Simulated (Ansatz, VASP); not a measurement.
# One calculation of WSe2, two programs

Contents of INCAR:

```
SYSTEM = WSe2
  PREC = Accurate
  ENCUT = 520
  EDIFF = 1E-7
  ISMEAR = 0
  SIGMA = 0.05
  LREAL = .False.
  LASPH = .True.
  NELM = 60
  ALGO = Normal
  ISIF = 2
  LWAVE = .False.
  LCHARG = .False.
  GGA = PS
  IVDW = 12
  NBANDS = 20
```

KPOINTS

```
regular mesh
0
Gamma
  12 12 2
  0 0 0
```

The input POSCAR:

```
WSe2
1.0
    3.3633944417      0.0000000000      0.0000000000
   -1.6816972209      2.9127850294      0.0000000000
    0.0000000000      0.0000000000     16.2109099311
W Se
1 2
Direct
    0.0000000000      0.0000000000      0.0000000000
    0.3333333333      0.6666666667      0.0997865200
    0.3333333333      0.6666666667      0.9002134800
```

Input for Ansatz:

```yaml
crystal:
  lattice:
    - [3.3633944417, 0.0, 0.0]
    - [-1.6816972209, 2.9127850294, 0.0]
    - [0.0, 0.0, 16.2109099311]
  atoms:
    - { symbol: W, position: [0.0, 0.0, 0.0] }
    - { symbol: Se, position: [0.3333333333, 0.6666666667, 0.09978652] }
    - { symbol: Se, position: [0.3333333333, 0.6666666667, 0.90021348] }
basis:
  ecutwfc: 420
kpoints:
  mp_grid: { grid: [12, 12, 2] }
hamiltonian:
  xc: pbesol
  dispersion: d3bj
scf:
  occupations: { method: gaussian, width: 0.05 }
output:
  forces: true
  stress: true
  eigenvalues: true
```

Alike in both runs: task single point; functional PBEsol; dispersion D3(BJ); k mesh 12 × 12 × 2; occupations gaussian, width 0.05 eV; no spin polarisation.

```csv
,VASP,Ansatz
version,VASP 6.6.1,Ansatz 0.2.0
potentials or method,"VASP PAW PBE potentials, release 64 (W_sv, Se)","scalar-relativistic, plane waves, PAW"
plane-wave cutoff (eV),520,420
valence electrons in the cell,26,46
```

|  | VASP | Ansatz | Ansatz less VASP |
| --- | --- | --- | --- |
| gap on the k mesh at the Fermi level (eV) | 1.29 | 1.29 | +0.007 |
| least direct gap on the mesh (eV) | 1.30 | 1.31 | +0.004 |
| rms of the force components (eV/Å) | 0.178 | 0.150 | -0.0280 |

Atom by atom the forces differ by 0.028 eV/Å (rms over components). The two sets of potentials don't hold the same shells in valence.

Caveats: the PAW data sets were made with another functional, which shifts forces and pressure a little (VASP); spin-orbit coupling is left out, which moves the levels of the heavy elements. PBEsol gaps usually lie below the measured ones, often by a third to a half.
